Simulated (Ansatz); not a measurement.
# Rh(111) with 4 layers of random Rh-Cu, 2x2: scattering by chemical disorder, part 2 of 2

Wanted: resistance against the alloy's length, first Rh(111) with 4 layers of random Rh-Cu, 2x2.

Ansatz 0.2.0; Ansatz plane-wave DFT, PBE, PAW files; ballistic transport by layer matching (Landauer), zero bias; PAW set soft_1.

So far. Step 3 (With 8 alloy layers): Over the solved energies the transmission per spin lies between 1.08 and 1.29, out of 6.92 channels of the lead on average (up to 7.02). The log calls the step of a lead's potential too much.

**4. With 12 alloy layers**

In 12 layers a share of 0.75 of the sites is given to Cu at random. A fresh draw is used; the growth of the resistance with length is what counts.

System of this step: Rh(111) with 12 layers of random Rh-Cu, 2x2. The cell holds 72 atoms: 36 Rh and 36 Cu. Cell: a = 5.378 Å, b = 5.378 Å, c = 39.523 Å, α = 90.0°, β = 90.0°, γ = 120.0°. It derives from Rh. Regions: lead, 24 atoms (24 Rh); scattering region, 48 atoms (36 Cu and 12 Rh). The structure is stacked along c, and the current runs across the ab planes.

Contents of input.yaml:

```yaml
crystal:
  lattice:
    - [5.3783955991, 0.0, 0.0]
    - [-2.6891977995, 4.6578272204, 0.0]
    - [0.0, 0.0, 39.5229745576]
  atoms:
    - { symbol: Rh, position: [0.0, 0.0, 0.0277777778] }
    - { symbol: Rh, position: [0.0, 0.5, 0.0277777778] }
    - { symbol: Rh, position: [0.5, 0.0, 0.0277777778] }
    - { symbol: Rh, position: [0.5, 0.5, 0.0277777778] }
    - { symbol: Rh, position: [0.1666666667, 0.3333333333, 0.0833333333] }
    - { symbol: Rh, position: [0.1666666667, 0.8333333333, 0.0833333333] }
    - { symbol: Rh, position: [0.6666666667, 0.3333333333, 0.0833333333] }
    - { symbol: Rh, position: [0.6666666667, 0.8333333333, 0.0833333333] }
    - { symbol: Rh, position: [0.3333333333, 0.1666666667, 0.1388888889] }
    - { symbol: Rh, position: [0.3333333333, 0.6666666667, 0.1388888889] }
    - { symbol: Rh, position: [0.8333333333, 0.1666666667, 0.1388888889] }
    - { symbol: Rh, position: [0.8333333333, 0.6666666667, 0.1388888889] }
    - { symbol: Cu, position: [0.0, 0.0, 0.1944444444] }
    - { symbol: Cu, position: [0.0, 0.5, 0.1944444444] }
    - { symbol: Cu, position: [0.5, 0.0, 0.1944444444] }
    - { symbol: Cu, position: [0.5, 0.5, 0.1944444444] }
    - { symbol: Cu, position: [0.1666666667, 0.3333333333, 0.25] }
    - { symbol: Cu, position: [0.1666666667, 0.8333333333, 0.25] }
    - { symbol: Rh, position: [0.6666666667, 0.3333333333, 0.25] }
    - { symbol: Cu, position: [0.6666666667, 0.8333333333, 0.25] }
    - { symbol: Cu, position: [0.3333333333, 0.1666666667, 0.3055555556] }
    - { symbol: Cu, position: [0.3333333333, 0.6666666667, 0.3055555556] }
    - { symbol: Cu, position: [0.8333333333, 0.1666666667, 0.3055555556] }
    - { symbol: Cu, position: [0.8333333333, 0.6666666667, 0.3055555556] }
    - { symbol: Cu, position: [0.0, 0.0, 0.3611111111] }
    - { symbol: Rh, position: [0.0, 0.5, 0.3611111111] }
    - { symbol: Cu, position: [0.5, 0.0, 0.3611111111] }
    - { symbol: Cu, position: [0.5, 0.5, 0.3611111111] }
    - { symbol: Cu, position: [0.1666666667, 0.3333333333, 0.4166666667] }
    - { symbol: Cu, position: [0.1666666667, 0.8333333333, 0.4166666667] }
    - { symbol: Cu, position: [0.6666666667, 0.3333333333, 0.4166666667] }
    - { symbol: Cu, position: [0.6666666667, 0.8333333333, 0.4166666667] }
    - { symbol: Cu, position: [0.3333333333, 0.1666666667, 0.4722222222] }
    - { symbol: Cu, position: [0.3333333333, 0.6666666667, 0.4722222222] }
    - { symbol: Cu, position: [0.8333333333, 0.1666666667, 0.4722222222] }
    - { symbol: Rh, position: [0.8333333333, 0.6666666667, 0.4722222222] }
    - { symbol: Rh, position: [0.0, 0.0, 0.5277777778] }
    - { symbol: Cu, position: [0.0, 0.5, 0.5277777778] }
    - { symbol: Rh, position: [0.5, 0.0, 0.5277777778] }
    - { symbol: Rh, position: [0.5, 0.5, 0.5277777778] }
    - { symbol: Cu, position: [0.1666666667, 0.3333333333, 0.5833333333] }
    - { symbol: Cu, position: [0.1666666667, 0.8333333333, 0.5833333333] }
    - { symbol: Cu, position: [0.6666666667, 0.3333333333, 0.5833333333] }
    - { symbol: Cu, position: [0.6666666667, 0.8333333333, 0.5833333333] }
    - { symbol: Cu, position: [0.3333333333, 0.1666666667, 0.6388888889] }
    - { symbol: Cu, position: [0.3333333333, 0.6666666667, 0.6388888889] }
    - { symbol: Cu, position: [0.8333333333, 0.1666666667, 0.6388888889] }
    - { symbol: Cu, position: [0.8333333333, 0.6666666667, 0.6388888889] }
    - { symbol: Rh, position: [0.0, 0.0, 0.6944444444] }
    - { symbol: Rh, position: [0.0, 0.5, 0.6944444444] }
    - { symbol: Cu, position: [0.5, 0.0, 0.6944444444] }
    - { symbol: Rh, position: [0.5, 0.5, 0.6944444444] }
    - { symbol: Cu, position: [0.1666666667, 0.3333333333, 0.75] }
    - { symbol: Rh, position: [0.1666666667, 0.8333333333, 0.75] }
    - { symbol: Cu, position: [0.6666666667, 0.3333333333, 0.75] }
    - { symbol: Cu, position: [0.6666666667, 0.8333333333, 0.75] }
    - { symbol: Rh, position: [0.3333333333, 0.1666666667, 0.8055555556] }
    - { symbol: Cu, position: [0.3333333333, 0.6666666667, 0.8055555556] }
    - { symbol: Rh, position: [0.8333333333, 0.1666666667, 0.8055555556] }
    - { symbol: Cu, position: [0.8333333333, 0.6666666667, 0.8055555556] }
    - { symbol: Rh, position: [0.0, 0.0, 0.8611111111] }
    - { symbol: Rh, position: [0.0, 0.5, 0.8611111111] }
    - { symbol: Rh, position: [0.5, 0.0, 0.8611111111] }
    - { symbol: Rh, position: [0.5, 0.5, 0.8611111111] }
    - { symbol: Rh, position: [0.1666666667, 0.3333333333, 0.9166666667] }
    - { symbol: Rh, position: [0.1666666667, 0.8333333333, 0.9166666667] }
    - { symbol: Rh, position: [0.6666666667, 0.3333333333, 0.9166666667] }
    - { symbol: Rh, position: [0.6666666667, 0.8333333333, 0.9166666667] }
    - { symbol: Rh, position: [0.3333333333, 0.1666666667, 0.9722222222] }
    - { symbol: Rh, position: [0.3333333333, 0.6666666667, 0.9722222222] }
    - { symbol: Rh, position: [0.8333333333, 0.1666666667, 0.9722222222] }
    - { symbol: Rh, position: [0.8333333333, 0.6666666667, 0.9722222222] }
kpoints:
  mp_grid: { grid: [5, 5, 1] }
hamiltonian:
  xc: pbe
  pseudopotentials: { kind: paw, azcp: { folder: soft_1 } }
scf:
  occupations: { method: fermi_dirac, width: 0.1 }
output:
  transmission:
    leads: [[0, 4]]
    kmesh: [10, 10]
    e_range: [-0.05, 0.05]
    de: 0.05
  write_potential: true
  write_density: true
  volumetric_format: npy
```

Launch:

```console
$ ansatz run input.yaml --threads 4 --pin off --max-ram 15360MiB --backend cpu --events-out ev --progress --plain --runs-dir out
```

Numbers of over 12 decimals in the logs are rounded to 6 here.

Log:

```text
[...]
Crystal: 72 atoms, lattice volume = 990.115 Å³
Basis set: ecut = 420 eV, 19231 PW (Γ)
Bands: 778, of which v1, the nominal top of the filled ones, is band 648 counted from 1 (647 counted from 0)
Symmetry: 1 space group operations
[...]
k-points: 13 of 25 (time reversal used)
[...]
SCF iter   1: F=—  HF=-469059.045738 eV  |F-HF|=—  |Δ(HF+E_count)|=         —  Δρ=1.50e-1  dr2=8.45e2  ethr=3.10e-3  ⟨swp⟩=4.0  Hψ=29480  notcnv=0  defer=190
[...]
SCF iter  18: F=-469009.393505 eV  HF=-469009.393505 eV  |F-HF|=4.20e-8  |Δ(HF+E_count)|=   5.59e-9  Δρ=6.55e-7  dr2=4.03e-8  ethr=7.72e-12  ⟨swp⟩=8.3  Hψ=31966  notcnv=0
SCF 1 converged in 18 iterations: F = -469009.393505 eV  dr2 = 4.03e-8
[...]
transmission: 356 of 3536 steps passed
transmission: 708 of 3536 steps passed
[...]
transmission: 3536 of 3536 steps passed
SCF converged after 18 iterations
Free energy (F): -469009.393505 eV
[...]
Internal energy: -469007.084074 eV  (E = F + TS)
E sigma→0 (E₀):  -469008.238789 eV
Entropy (-TS):   -2.309431 eV (-32.075 meV/atom)
Fermi energy:    17.727289 eV
[...]
--- Band table (eV; the first three rows and the last of 13) ---
  k-point 0: bands = [... 644 lower, 18.1623, 18.1684, 18.2133, 18.2401, 18.2464, 18.2659, 18.3056, 18.3060, ... 126 higher]
  k-point 1: bands = [... 644 lower, 17.8953, 17.9036, 17.9175, 17.9276, 17.9411, 17.9881, 18.0055, 18.0121, ... 126 higher]
  k-point 2: bands = [... 644 lower, 17.4358, 17.4621, 17.5132, 17.5780, 17.6017, 17.6216, 17.6601, 17.6795, ... 126 higher]
  k-point 12: bands = [... 644 lower, 17.5814, 17.6123, 17.6238, 17.6550, 17.6824, 17.6983, 17.7166, 17.7326, ... 126 higher]
--- Transmission ---
  basis      : 211 plane waves across, 68 finite elements along
  points     : 52, standing for a mesh of 10 x 10
[...]
channels       : 7.080000e0 a spin
[...]
junction   : crystal 0 to crystal 0, 0.70 to 38.03 Å
    transmission   : 1.076351e0 a spin
[...]
```

Wall time 37 min (4 threads of Arm Neoverse V1, shared host); peak memory 7.9 GiB.

This step gave:

- free energy: -469009.3935 eV
- energy at zero smearing: -469008.2388 eV
- Fermi energy: 17.73 eV
- transmission per spin nearest the Fermi level: 1.076
- open channels per spin nearest the Fermi level: 7.08
- step of the lead's potential: 36.9 meV

Per spin. The transmission, zone mean by energy, zero at the Fermi level:

```
energy (eV)  transmission, zone mean
    -0.0500                    0.974
     0.0000                     1.08
     0.0500                     1.08
```

Over the solved energies the transmission per spin lies between 0.974 and 1.08, out of 6.96 channels of the lead on average (up to 7.08). The log calls the step of a lead's potential too much.

**5. Resistance against length**

This step: Ansatz plane-wave DFT, PBE, PAW files; ballistic transport by layer matching (Landauer), zero bias; residual resistivity from the slope of the area resistance, atoms on the host's lattice; PAW set soft_1 (Ansatz 0.2.0).

This step gave:

* resistivity: 75.33 µΩ cm
* intercept: 0.7472 fΩ m²
* scatter about the fit: 0.1345 fΩ m²

Resistance, by row:

```
run  length (Å)      T  channels N  RA (fΩ m²)
 n4       8.783  1.817       6.947       1.314
 n8       17.57  1.185        6.92       2.261
n12       26.35  1.042        6.96       2.637
```

Table of area resistance by length of the alloy:

```
length of the alloy (Å)  area resistance (fΩ m²)
                   8.78                     1.31
                  17.57                     2.26
                  26.35                     2.64
```

The area resistance goes from 1.3 to 2.6 fΩ m² between 8.8 and 26.3 Å, a slope of 75 µΩ cm.

By hand from the end points: (2.637 − 1.314) fΩ m² / (26.35 − 8.78) Å = 75 µΩ cm, since 1 fΩ m² per Å is 1000 µΩ cm.

**6. What came out**

```json
{
 "resistivity from the slope": "75.3 µΩ cm",
 "area resistance over 8.78 Å": "1.31 fΩ m²",
 "area resistance over 17.6 Å": "2.26 fΩ m²",
 "area resistance over 26.3 Å": "2.64 fΩ m²"
}
```

In words: The slope gives 75 µΩ cm. The points scatter by 0.13 fΩ m² about the line, with one random draw a length in a 2x2 cell, so the slope is a rough value. Read with a model of isotropic scattering on a spherical Fermi surface and the lead's 2.1×10¹⁵ S/m², this slope means a mean free path near 4.6 Å (a rough figure, since the alloy's own channel count differs); over these lengths the model's slope is within 3 % of its bulk resistivity, though a free path of a few ångströms strains the picture. The atoms sit on the host's lattice, so scattering by size misfit is left out. A lead's potential steps by up to 39 meV from period to period, which the log calls too much, so longer leads could move the result.

[Logs are printed without paths, hosts, clocks, repeated set-up lines and the standing remarks that a program may print on its own settings, such as how far it seeks lower states.]

[Hosts, paths, dates, database ids (printed as entryN), source tags and the programs' standing remarks are cut or masked in the printed files.]
